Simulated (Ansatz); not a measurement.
# Meshes and cutoff for the phonons of CaSe (Fm-3m), part 4 of 4

Aim: how dense must the meshes and how high the cutoff be for the phonons of CaSe (Fm-3m)?

Ansatz 0.2.0; DFT PBE, scalar-relativistic, plane waves, PAW.

So far. Step 11 (Another k mesh, q mesh 2×2×2): The highest optical mode at the zone centre (no LO-TO term) is 169.2 cm⁻¹, +0.0 cm⁻¹ against the base run. Step 12 (Another k mesh, k-mesh 12×12×12, q mesh 2×2×2): The highest optical mode at the zone centre (no LO-TO term) is 169.2 cm⁻¹, +0.0 cm⁻¹ against the base run. The relaxed cell has a = 5.958 Å (conventional setting).

The database entry behind the starting cell differs from later determinations by our own check (0.1 to 0.3 % short, probably kX units), so it need not match the best structure at ambient conditions.

## (16) Another cutoff, cutoff 290 eV, q mesh 2×2×2

The cutoff is set to 290 eV on a small fixed q mesh.

The input, input.yaml:

```yaml
crystal:
  lattice:
    - [0.0, 2.9789659855, 2.9789659855]
    - [2.9789659855, 0.0, 2.9789659855]
    - [2.9789659855, 2.9789659855, 0.0]
  atoms:
    - { symbol: Ca, position: [0.0, 0.0, 0.0] }
    - { symbol: Se, position: [0.5, 0.5, 0.5] }
kpoints:
  mp_grid: { grid: [8, 8, 8] }
hamiltonian:
  xc: pbe
scf:
  occupations: { method: fixed }
output:
  eigenvalues: true
phonons:
  method: dfpt
  qmesh: [2, 2, 2]
  temperatures: { t_max: 1000, t_step: 50 }
  qpath:
    path:
      - [[0.0, 0.0, 0.0], [0.5, 0.0, 0.5], [0.625, 0.25, 0.625]]
      - [[0.375, 0.375, 0.75], [0.0, 0.0, 0.0], [0.5, 0.5, 0.5], [0.5, 0.25, 0.75], [0.5, 0.0, 0.5]]
    npoints: 10
basis:
  ecutwfc: 290
```

The run is started by

```
ansatz run input.yaml --threads 4 --pin off --max-ram 7168MiB --backend cpu --events-out ev --progress --plain --runs-dir out
```

Numbers of over 12 decimals in the logs are rounded to 6 here.

The program printed:

```text
[...]
Crystal: 2 atoms, lattice volume = 52.872 Å³
Basis set: ecut = 290 eV, 609 PW (Γ), exchange–correlation on 48×48×48 points (8 copies of the dense FFT grid, shifted against one another)
Bands: 17, of which v1, the nominal top of the filled ones, is band 13 counted from 1 (12 counted from 0)
Symmetry: 48 space group operations
k-points: 29 of 512
[...]
SCF iter   1: F=—  HF=-7289.932824 eV  |F-HF|=—  |Δ(HF+E_count)|=         —  Δρ=1.61e-3  dr2=4.95e-4  ethr=1.77e-3  ⟨swp⟩=4.1  Hψ=2341  notcnv=0  defer=10
[...]
SCF iter   8: F=-7289.930106 eV  HF=-7289.930106 eV  |F-HF|=1.82e-12  |Δ(HF+E_count)|=  9.28e-11  Δρ=2.57e-8  dr2=2.17e-13  ethr=1.00e-12  ⟨swp⟩=7.0  Hψ=2578  notcnv=0
SCF 1 converged in 8 iterations: F = -7289.930106 eV  dr2 = 2.17e-13
[...]
k-points: 59 of 512 (irreducible under 8 space group operations, time reversal used)
[...]
SCF iter   3: F=-7289.930106 eV  HF=-7289.930106 eV  |F-HF|=2.46e-11  |Δ(HF+E_count)|=  3.82e-11  Δρ=1.93e-7  dr2=8.77e-12  ethr=1.00e-12  ⟨swp⟩=1.9  Hψ=2510  notcnv=0
SCF 2 converged in 3 iterations: F = -7289.930106 eV  dr2 = 8.77e-12
[...]
SCF converged after 8 iterations
Free energy (F): -7289.930106 eV
[...]
Internal energy: -7289.930106 eV  (E = F + TS)
E sigma→0 (E₀):  -7289.930106 eV
Fermi energy:    6.828079 eV
[...]
--- Band table (eV; the first three rows and the last of 29) ---
  k-point 0: bands = [... 9 lower, -4.8977, 6.8281, 6.8281, 6.8281, 10.0567, 10.5556, 10.5556, 10.5556]
  k-point 1: bands = [... 9 lower, -4.8104, 6.0793, 6.6010, 6.6010, 10.4188, 10.7715, 10.7715, 11.0705]
  k-point 2: bands = [... 9 lower, -4.5894, 4.8752, 6.1608, 6.1608, 10.5479, 11.2687, 11.2687, 12.4491]
  k-point 28: bands = [... 9 lower, -4.2641, 4.8990, 4.8990, 5.2063, 11.2229, 11.2229, 12.0291, 12.4921]
[...]
ASR residual: 1.606e-6 → 0.000e0 eV/Å²; symmetrization residual: 6.505e-7 eV/Å²
  ASR residual per site (eV/Å²): 1.52e-6 1.61e-6
  Γ frequencies (cm⁻¹): 0.00 0.00 0.00 169.83 169.83 169.83
[...]
ε∞ (high-frequency dielectric tensor):
        5.601181     0.000000     0.000000
        0.000000     5.601181     0.000000
        0.000000     0.000000     5.601181
[...]
Born effective charges Z* (e; rows j = field, columns β = displacement):
    site 0:
         2.37487    0.00000   -0.00000
        -0.00000    2.37487   -0.00000
         0.00000    0.00000    2.37487
    site 1:
        -2.37487   -0.00000    0.00000
         0.00000   -2.37487    0.00000
         0.00000   -0.00000   -2.37487
  Z* charge neutrality: 2.529e-6 e pre-enforcement
[...]
optical modes at Γ without the LO–TO term, one row a degenerate level:
      ω (cm⁻¹)  modes    IR ((D/Å)²/amu)
        169.83      3            14.6830
  optical modes at Γ + LO–TO along q̂ = [1.0000, 0.0000, 0.0000]:
      ω (cm⁻¹)  modes    IR ((D/Å)²/amu)
        169.83      2             9.7887
        253.17      1             4.8943
  optical modes at Γ + LO–TO along q̂ = [0.0000, 1.0000, 0.0000]:
      ω (cm⁻¹)  modes    IR ((D/Å)²/amu)
        169.83      2             9.7887
        253.17      1             4.8943
  optical modes at Γ + LO–TO along q̂ = [0.0000, 0.0000, 1.0000]:
      ω (cm⁻¹)  modes    IR ((D/Å)²/amu)
        169.83      2             9.7887
        253.17      1             4.8943
--- Phonons (arbitrary-q DFPT): 3 irreducible q on the 2×2×2 mesh ---
[...]
interpolated dispersion: 63 rows × 6 modes
[...]
```

Wall time 13 s (4 threads of Arm Neoverse V1, shared host); peak memory 0.54 GiB.

The run finished; it serves as a test, and its numbers are not taken as the result.

## (17) Another cutoff, cutoff 360 eV, q mesh 2×2×2

The cutoff is set to 360 eV on a small fixed q mesh.

input.yaml, as its differences from that of step 16:

```diff
@@ -26,2 +26,2 @@
 basis:
-  ecutwfc: 290
+  ecutwfc: 360
```

The program printed:

```text
[...]
Crystal: 2 atoms, lattice volume = 52.872 Å³
Basis set: ecut = 360 eV, 869 PW (Γ), exchange–correlation on 54×54×54 points (8 copies of the dense FFT grid, shifted against one another)
Bands: 17, of which v1, the nominal top of the filled ones, is band 13 counted from 1 (12 counted from 0)
Symmetry: 48 space group operations
k-points: 29 of 512
[...]
optical modes at Γ + LO–TO along q̂ = [0.0000, 1.0000, 0.0000]:
      ω (cm⁻¹)  modes    IR ((D/Å)²/amu)
        169.21      2             9.8168
        252.81      1             4.9084
  optical modes at Γ + LO–TO along q̂ = [0.0000, 0.0000, 1.0000]:
      ω (cm⁻¹)  modes    IR ((D/Å)²/amu)
        169.21      2             9.8168
        252.81      1             4.9084
--- Phonons (arbitrary-q DFPT): 3 irreducible q on the 2×2×2 mesh ---
[...]
interpolated dispersion: 63 rows × 6 modes
[...]
[key lines of the parts left out:]
SCF converged after 10 iterations
Free energy (F): -7290.002273 eV
Fermi energy:    6.830679 eV
```

Elapsed: 20 s, on 4 threads; peak memory 0.62 GiB.

The highest optical mode at the zone centre (no LO-TO term) is 169.2 cm⁻¹, +0.0 cm⁻¹ against the base run.

## (18) Another cutoff, cutoff 550 eV, q mesh 2×2×2

The cutoff is set to 550 eV on a small fixed q mesh.

input.yaml, as its differences from that of step 17:

```diff
@@ -26,2 +26,2 @@
 basis:
-  ecutwfc: 360
+  ecutwfc: 550
```

The program printed:

```text
[...]
Crystal: 2 atoms, lattice volume = 52.872 Å³
Basis set: ecut = 550 eV, 1471 PW (Γ), exchange–correlation on 72×72×72 points (8 copies of the dense FFT grid, shifted against one another)
Bands: 17, of which v1, the nominal top of the filled ones, is band 13 counted from 1 (12 counted from 0)
Symmetry: 48 space group operations
k-points: 29 of 512
[...]
optical modes at Γ + LO–TO along q̂ = [0.0000, 1.0000, 0.0000]:
      ω (cm⁻¹)  modes    IR ((D/Å)²/amu)
        169.19      2             9.8173
        252.79      1             4.9087
  optical modes at Γ + LO–TO along q̂ = [0.0000, 0.0000, 1.0000]:
      ω (cm⁻¹)  modes    IR ((D/Å)²/amu)
        169.19      2             9.8173
        252.79      1             4.9087
--- Phonons (arbitrary-q DFPT): 3 irreducible q on the 2×2×2 mesh ---
[...]
interpolated dispersion: 63 rows × 6 modes
[...]
[key lines of the parts left out:]
SCF converged after 9 iterations
Free energy (F): -7290.003566 eV
Fermi energy:    6.830696 eV
```

Wall time 37 s (4 threads); peak memory 0.82 GiB; 2.3 min of CPU time.

The highest optical mode at the zone centre (no LO-TO term) is 169.2 cm⁻¹, +0.0 cm⁻¹ against the base run.

## (19) Summary of results

| Item | Value |
| --- | --- |
| mean frequency, q mesh 2×2×2 | 144 cm⁻¹ |
| mean frequency, q mesh 3×3×3 | 144 cm⁻¹ |
| mean frequency, q mesh 6×6×6 | 144 cm⁻¹ |
| highest optical mode at the zone centre (no LO-TO term), k-mesh 2×2×2 | 46.4 cm⁻¹ |
| highest optical mode at the zone centre (no LO-TO term), k-mesh 4×4×4 | 166 cm⁻¹ |
| highest optical mode at the zone centre (no LO-TO term), k-mesh 6×6×6 | 169 cm⁻¹ |
| highest optical mode at the zone centre (no LO-TO term), k-mesh 8×8×8 | 169 cm⁻¹ |
| highest optical mode at the zone centre (no LO-TO term), k-mesh 12×12×12 | 169 cm⁻¹ |
| highest optical mode at the zone centre (no LO-TO term), cutoff 170 eV | 196 cm⁻¹ |
| highest optical mode at the zone centre (no LO-TO term), cutoff 230 eV | 177 cm⁻¹ |
| highest optical mode at the zone centre (no LO-TO term), cutoff 290 eV | 170 cm⁻¹ |
| highest optical mode at the zone centre (no LO-TO term), cutoff 360 eV | 169 cm⁻¹ |
| highest optical mode at the zone centre (no LO-TO term), cutoff 550 eV | 169 cm⁻¹ |

**Reading.** Over the whole q mesh series, coarse runs included, the mean frequency runs from 143.6 to 144.0 cm⁻¹; from 2×2×2 on it stays within 0.3 cm⁻¹ of the finest run (6×6×6), against a tolerance of 1.4. The k mesh changes along this series too, so part of the change is its. Over the whole k mesh series, coarse runs included, the lowest mode on the q mesh (acoustic modes at Γ apart) runs from -41.1 to 81.7 cm⁻¹; from 6×6×6 on all solved modes stay within 0.3 cm⁻¹ of the finest run (12×12×12), against a tolerance of 2.5. Over the whole cutoff series, coarse runs included, the lowest mode on the q mesh (acoustic modes at Γ apart) runs from 55.1 to 82.1 cm⁻¹; from 290 eV on all solved modes stay within 1.1 cm⁻¹ of the finest run (550 eV), against a tolerance of 2.5. All runs share the cell relaxed at the base settings, which is not exactly at rest under another k mesh or cutoff. These are harmonic frequencies at zero temperature: anharmonic shifts, linewidths and thermal expansion are left out.

[Logs are printed without paths, hosts, clocks, repeated set-up lines and the standing remarks that a program may print on its own settings, such as how far it seeks lower states.]

[Hosts, paths, dates, database ids (printed as entryN), source tags and the programs' standing remarks are cut or masked in the printed files.]
